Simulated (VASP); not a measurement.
Here is a VASP 6.6.1 calculation.

Contents of INCAR:

```
PREC = Accurate ; ENCUT = 520
EDIFF = 1E-7 ; ISMEAR = -1
SIGMA = 0.08 ; LREAL = F
LASPH = T ; NELM = 100
ALGO = Normal ; ISIF = 2
LWAVE = F ; LCHARG = F
GGA = PE ; NBANDS = 28
```

Contents of KPOINTS:

```
regular mesh
0
Gamma
  8 8 11
```

The input POSCAR:

```
W
1.0
    4.0305788976      0.0000000000      0.0000000000
   -2.0152894488      3.4905837173      0.0000000000
    0.0000000000      0.0000000000      2.2930211170
W
3
Direct
    0.0000000000      0.0000000000      0.0000000000
    0.3333333333      0.6666666667      0.5000000000
    0.6666666667      0.3333333333      0.5000000000
```

Potentials or basis: VASP PAW PBE potentials, release 64 (W_sv).

Launch:

```console
$ cat potpaw_PBE.64/W_sv/POTCAR > POTCAR
$ mpirun -np 1 vasp_std > vasp.out
```

Q: What does it give for the pressure?

A: 289.6 GPa.

Q: Predict the band gap on the k mesh.

A: None (metal or under the smearing width).

Stress tensor (GPa, compression positive):
```
288.49   0.00   0.00
  0.00 288.49   0.00
  0.00   0.00 291.77
```

Caveat: the cell as given lies far from equilibrium; so large a pressure means that the cell lies far from this level's equilibrium, or that cutoff or potentials fall short. Spin-orbit coupling is left out, which matters for the levels of W.
